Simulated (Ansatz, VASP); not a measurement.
**Mg: VASP beside Ansatz**

The input INCAR:

```
  ALGO = Fast
  EDIFF = 1E-6
  ENCUT = 520
  GGA = PS
  ISIF = 2
  ISMEAR = 0
  LASPH = True
  LCHARG = False
  LREAL = False
  LWAVE = False
  NBANDS = 9
  NELM = 100
  PREC = Accurate
  SIGMA = 0.1
```

File KPOINTS:

```
k-points
0
Gamma
  6 6 4
```

Contents of POSCAR:

```
Mg
1.0
    3.2093000000      0.0000000000      0.0000000000
   -1.6046500000      2.7793353284      0.0000000000
    0.0000000000      0.0000000000      5.2103000000
Mg
2
Direct
    0.3333333333      0.6666666667      0.2500000000
    0.6666666667      0.3333333333      0.7500000000
```

Input for Ansatz:

```yaml
crystal:
  lattice:
    - [3.2093, 0.0, 0.0]
    - [-1.60465, 2.7793353284, 0.0]
    - [0.0, 0.0, 5.2103]
  atoms:
    - { symbol: Mg, position: [0.3333333333, 0.6666666667, 0.25] }
    - { symbol: Mg, position: [0.6666666667, 0.3333333333, 0.75] }
basis:
  ecutwfc: 420
kpoints:
  mp_grid: { grid: [6, 6, 4] }
hamiltonian:
  xc: pbesol
scf:
  occupations: { method: gaussian, width: 0.1 }
output:
  forces: true
  stress: true
  eigenvalues: true
```

Alike in both runs: task single point; functional PBEsol; k mesh 6 × 6 × 4; occupations gaussian, width 0.1 eV; no spin polarisation.

|  | VASP | Ansatz |
| --- | --- | --- |
| version | VASP 6.6.1 | Ansatz 0.2.0 |
| potentials or method | VASP PAW PBE potentials, release 64 (Mg) | scalar-relativistic, plane waves, PAW |
| plane-wave cutoff (eV) | 520 | 420 |
| valence electrons in the cell | 4 | 20 |

|  | VASP | Ansatz | Ansatz less VASP |
| --- | --- | --- | --- |
| gap on the k mesh at the Fermi level (eV) | none | none | - |
| pressure (GPa) | -1.1 | -1.1 | +0.06 |
| largest component of the traceless stress (GPa) | 0.08 | 0.07 | -0.008 |

A gap of «none» marks a metal or a gap that the smearing closes. The functional is the same, so the differences come from potentials, cutoffs and numerics. The two sets of potentials don't hold the same shells in valence.

Caveats: the k mesh is coarse (spacing up to 0.38 Å⁻¹), so the values aren't converged; the PAW data sets were made with another functional, which shifts forces and pressure a little (VASP).
